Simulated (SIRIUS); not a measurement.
Runs of SIRIUS 7.12.0 on PtSe2 (Sudovikovite). The structure is trigonal, space group P-3m1 (No. 164). Conventional cell: a = 3.724 Å, b = 3.724 Å, c = 5.062 Å, α = 90.00°, β = 90.00°, γ = 120.00°. Pt (site symmetry -3m) is surrounded by 6 Se at 2.49 Å. Around Se (site symmetry 3m) lie 3 Pt at 2.49 Å. 

| level | gap on the mesh (eV) | largest force (eV/Å) |
| --- | --- | --- |
| PW91 | none | 0.62 |
| LDA | none | 0.20 |
| revPBE | none | 0.62 |
| BLYP | none | 1.00 |
| RPBE | none | 0.63 |
| PBEsol | none | (a) |
| WC | none | 0.44 |
| AM05 | none | (b) |

Alike in all rows: task single point; potentials or basis all-electron FP-LAPW, apw+lo standard; no spin polarisation; cell as given; k mesh 8 × 8 × 5; cutoff (eV) 198; smearing fermi-dirac 0.05 eV.

Fill in the values left out.

(a) 0.34; (b) 0.18.

Caveats: forces of over 1 eV/Å show positions far from the minimum, so gaps and moduli don't describe the material at rest (some runs).

A k mesh can miss the band edges, and the runs leave out spin-orbit coupling on Pt, Se.

A gap of «none» marks a metal or a gap under the smearing width.

Runs at the PBE level aren't shown here.
